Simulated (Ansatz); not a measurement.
Reaction (hydrogen abstraction from the Si–H bond): `CO[SiH](O)[SiH3]` + `F[C](F)F`• → `CO[Si](O)[SiH3]`• + `FC(F)F`

Computed with Ansatz on PBE0-D4/def2-TZVP structures; ΔE is electronic, products minus reactants. CBS: MP2 limit from def2 TZ/QZ plus the TZ coupled-cluster correction, frozen cores. This one scheme is used for every species. DFT in def2-TZVPP. No spin–orbit coupling; open shells (•) take unrestricted orbitals. One conformer a species, not always the lowest.

CCSD(T)/CBS gives -0.77 eV.

(1) Another level gave -0.75 eV. Which?
A. r2SCAN/def2-TZVPP
B. SCS-MP2/def2-TZVPP
C. HF/def2-TZVPP
D. PBE/def2-TZVPP

Largest T1 diagnostic among the species: 0.015.

## Answers

(1) B. SCS-MP2/def2-TZVPP -0.75, PBE -0.80, r2SCAN -0.70, HF/def2-TZVPP -0.50 eV.

In def2-TZVPP, CCSD(T) changes the Hartree–Fock value by −0.24 eV (the triples alone add −0.02 eV) and MP2 by −0.27 eV. From PBE to PBE0 (25 % exact exchange), in def2-TZVPP and without D4, ΔE moves by +0.04 eV.

CCSD(T)/CBS has its own doubt, a few kJ/mol and more with outer-core shells, so smaller differences from it don't rank the levels.
